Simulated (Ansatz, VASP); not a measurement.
ZnO: VASP beside Ansatz

POSCAR

```
ZnO
1.0
    3.2353408641      0.0000000001      0.0000000000
   -1.6176704321      2.8018873782      0.0000000000
    0.0000000000      0.0000000000      5.2109518316
Zn O
2 2
Direct
    0.3333333333      0.6666666667     -0.0023477534
    0.6666666667      0.3333333333      0.4976522466
    0.3333333333      0.6666666667      0.3773477534
    0.6666666667      0.3333333333      0.8773477534
```

INCAR.step1

```
PREC = Accurate
ENCUT = 520
ISMEAR = 0
SIGMA = 0.01
LREAL = False
LASPH = True
NELM = 100
NBANDS = 26
GGA = PE
ALGO = Normal
EDIFF = 1E-4
LWAVE = True
LCHARG = False
```

Contents of INCAR.step2:

```
PREC = Accurate
ENCUT = 520
EDIFF = 1E-6
ISMEAR = 0
SIGMA = 0.01
LREAL = False
LASPH = True
NELM = 100
ALGO = Normal
ISIF = 2
LWAVE = False
LCHARG = False
METAGGA = R2SCAN
LMIXTAU = True
NBANDS = 26
ISTART = 1
```

File KPOINTS:

```
Automatic mesh
0
Gamma
  12 12 4
```

Input for Ansatz:

```yaml
crystal:
  lattice:
    - [3.2353408641, 1.0e-10, 0.0]
    - [-1.6176704321, 2.8018873782, 0.0]
    - [0.0, 0.0, 5.2109518316]
  atoms:
    - { symbol: Zn, position: [0.3333333333, 0.6666666667, -0.0023477534] }
    - { symbol: Zn, position: [0.6666666667, 0.3333333333, 0.4976522466] }
    - { symbol: O, position: [0.3333333333, 0.6666666667, 0.3773477534] }
    - { symbol: O, position: [0.6666666667, 0.3333333333, 0.8773477534] }
kpoints:
  mp_grid: { grid: [12, 12, 4] }
hamiltonian:
  xc: r2scan
scf:
  occupations: { method: fixed }
output:
  optics: { e_range: [0, 12], de: 0.05, sigma: 0.1, bands: auto }
```

Alike in both runs: task single point; functional r2SCAN; k mesh 12 × 12 × 4; no spin polarisation.

```csv
,VASP,Ansatz
version,VASP 6.6.1,Ansatz 0.2.0
potentials or method,"VASP PAW PBE potentials, release 64 (Zn, O)","plane waves, PAW"
plane-wave cutoff (eV),520,500
occupations,"gaussian, width 0.01 eV",fixed
valence electrons in the cell,36,36
```

```tsv
	VASP	Ansatz	Ansatz less VASP
gap on the k mesh at the Fermi level (eV)	1.23	1.24	+0.003
```

Caveats: the PAW data sets were made with another functional, which shifts forces and pressure a little (VASP). r2SCAN opens gaps a little over a GGA but as a rule still falls short of measured ones.
